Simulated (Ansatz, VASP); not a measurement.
# PbSe: 3 runs at one level of theory

The starting cell:

```
Pb Se
1.0
     0.00000    3.06065    3.06065
     3.06065    0.00000    3.06065
     3.06065    3.06065    0.00000
Pb Se
1 1
Direct
  0.00000 0.00000 0.00000
  0.50000 0.50000 0.50000
```

Alike in all runs: task relaxation of cell and atoms; functional PBEsol; dispersion D3(BJ); k mesh 8 × 8 × 8; occupations fermi-dirac, width 0.05 eV; no spin polarisation; no spin-orbit coupling.

| program and potentials | plane-wave cutoff (eV) | notes | equilibrium volume (Å³/atom) |
| --- | --- | --- | --- |
| Ansatz, Ansatz PAW | 420 | potentials made for PBE, which Ansatz adapts in part; 15 valence electrons an atom on average | 27.30 |
| Ansatz, all-electron LAPW, scalar-relativistic | - | - | 27.30 |
| VASP, PBE PAW files Pb_d, Se, 600 eV | 600 | potentials made for PBE; 10 valence electrons an atom on average | 27.32 |

The equilibrium volume spans 27.30 (Ansatz, Ansatz PAW) to 27.32 Å³/atom (VASP, PBE PAW files Pb_d, Se, 600 eV), with all-electron results at 27.30. Relaxations stop with a little pressure left, so the last digit of a volume isn't settled.

Differences between rows come from potentials, basis sets and numerical settings, since the functional is the same but for its coding. Runs on potential files found faulty are left out.
